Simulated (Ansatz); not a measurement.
# NbC: single point, revPBE (computed with Ansatz 0.2.0, plane waves, PAW)

Launched as:

```bash
ansatz run input.yaml --threads 4 --pin off --max-ram 8192MiB --backend cpu --events-out ev --progress --plain --runs-dir out
```

The input:

```yaml
crystal:
  lattice:
    - [0.0, 2.2846974048, 2.2846974048]
    - [2.2846974048, 0.0, 2.2846974048]
    - [2.2846974048, 2.2846974048, 0.0]
  atoms:
    - { symbol: Nb, position: [0.0, 0.0, 0.0] }
    - { symbol: C, position: [0.5, 0.5, 0.5] }
basis:
  ecutwfc: 420
  ecutrho_ratio: 4
kpoints:
  mp_grid: { grid: [10, 10, 10] }
hamiltonian:
  xc: revpbe
scf:
  occupations: { method: gaussian, width: 0.05 }
output:
  forces: true
  stress: true
  eigenvalues: true
```

**Question.** What does this run give?

**Answer.** gap on the mesh zero (metallic on this mesh); pressure -12.5 GPa; this cell is a step in a search for zero pressure at this level, not its equilibrium.

Output (shortened):

```
Engine: ansatz 0.2.0, aarch64-unknown-linux-gnu
Crystal: 2 atoms, lattice volume = 23.852 Å³
Basis set: ecut = 420 eV, 459 PW (Γ), exchange–correlation on 48×48×48 points (8 copies of the dense FFT grid, shifted against one another)
Bands: 13, of which v1, the nominal top of the filled ones, is band 9 counted from 1 (8 counted from 0)
Symmetry: 48 space group operations
Space group: Fm-3m (ITA 225), of the structure as read, at distance tolerance 2.9e-5 Å
k-points: 47 of 1000
Initial wavefunctions: pseudopotential atomic-orbital guess
Functional: x = revpbe(κ = 1.245, μ = 0.2195149727645171), c = pbe(β = 0.06672455060314922)
[…]
iter 5 did not close the SCF: its close was put off for the readings that it lacked (scf_convergence_deferred on its scf_iter line)
SCF iter   5: F=-4810.087838 eV  HF=-4810.087838 eV  |F-HF|=1.35e-8  |Δ(HF+E_count)|=   6.35e-8  Δρ=1.09e-5  dr2=8.62e-9  ethr=1.30e-9  ⟨swp⟩=2.1  Hψ=827  notcnv=0
SCF iter   6: F=-4810.087838 eV  HF=-4810.087838 eV  |F-HF|=1.38e-10  |Δ(HF+E_count)|=   1.58e-8  Δρ=8.94e-7  dr2=1.95e-10  ethr=5.07e-11  ⟨swp⟩=3.4  Hψ=2139  notcnv=0
SCF 1 converged in 6 iterations: F = -4810.087838 eV  dr2 = 1.95e-10
  greatest PAW one-centre occupation: 0.999 electrons in one spin orbital (limit 2), on the Nb atom at site 0 (counted from 0), in its partial waves of l = 0
SCF converged after 6 iterations
Free energy (F): -4810.087838 eV
Harris-Foulkes:  -4810.087838 eV  (|F-HF|=1.38e-10)
Internal energy: -4810.087103 eV  (E = F + TS)
E sigma→0 (E₀):  -4810.087471 eV
Entropy (-TS):   -0.000736 eV (-0.368 meV/atom)
Fermi energy:    17.378381 eV
--- Forces (eV/Å), atoms counted from 1 ---
  atom   1  Nb    -0.00000000     0.00000000     0.00000000
  atom   2  C      0.00000000    -0.00000000     0.00000000
--- Stress (GPa, compression-positive) ---
      -12.471466       0.000000       0.000000
        0.000000     -12.471466       0.000000
        0.000000       0.000000     -12.471466
  P = ⅓ Tr σ = -12.4715 GPa (-124.715 kbar)
```

Time: 0.51 s on 4 threads of Arm Neoverse V1, with other jobs on the host, peak memory 0.28 GiB.

Caveats: the cell typed comes from this study's own search for zero pressure; the run has a pressure over 8 GPa or diagonal stresses over 5 GPa apart.
